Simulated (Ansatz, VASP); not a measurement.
One calculation of AlN, two programs

```
Al N
1.0
     3.13027    0.00000    0.00000
    -1.56514    2.71089    0.00000
     0.00000    0.00000    5.01796
Al N
2 2
Direct
  0.33333 0.66667 0.00023
  0.66667 0.33333 0.50023
  0.33333 0.66667 0.38177
  0.66667 0.33333 0.88177
```

Alike in both runs: functional PBE; k mesh 8 × 8 × 4; no spin polarisation.

Ansatz relaxed the structure, and its values are those at the end. VASP's run is a single point on that final structure, the one shown.

|  | VASP | Ansatz |
| --- | --- | --- |
| version | VASP 6.6.1 | Ansatz 0.2.0 |
| potentials or method | VASP PAW PBE potentials, release 64 (Al, N) | scalar-relativistic, plane waves, PAW |
| plane-wave cutoff (eV) | 520 | 420 |
| occupations | gaussian, width 0.01 eV | fixed |
| valence electrons in the cell | 16 | 16 |

```tsv
	VASP	Ansatz	Ansatz less VASP
gap on the k mesh at the Fermi level (eV)	4.04	4.03	-0.009
least direct gap on the mesh (eV)	4.04	4.03	-0.009
pressure (GPa)	-0.3	0.0	+0.26
```

As with any semilocal functional, this PBE gap is likely too small.
